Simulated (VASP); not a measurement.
The system is NbC (Niobocarbide).

```
CELL_PARAMETERS angstrom
0.00000 2.23455 2.23455
2.23455 0.00000 2.23455
2.23455 2.23455 0.00000
ATOMIC_POSITIONS crystal
Nb 0.00000 0.00000 0.00000
C 0.50000 0.50000 0.50000
```

Base run:

| Item | Value |
| --- | --- |
| Program | VASP 6.6.1 |
| Functional | PBE |
| Potentials or basis | VASP PAW PBE potentials, release 64 (Nb_sv, C) |
| Cutoff | 520 eV |
| k mesh | 10 × 10 × 10 |
| Occupations | fermi-dirac, width 0.05 eV |
| Spin | no spin polarisation |

Its results: band gap on the k mesh none (metal or under the smearing width); pressure 2.7 GPa.

Task: The run is repeated on the same cell with these changes: functional from PBE to PBEsol. What comes out?

Result: Band gap on the k mesh none (metal or under the smearing width); pressure -4.5 GPa.

PBEsol binds more tightly than PBE, so the same cell stands under less pressure.

Caveats: the PAW data sets were made with another functional, which shifts forces and pressure a little (some runs).
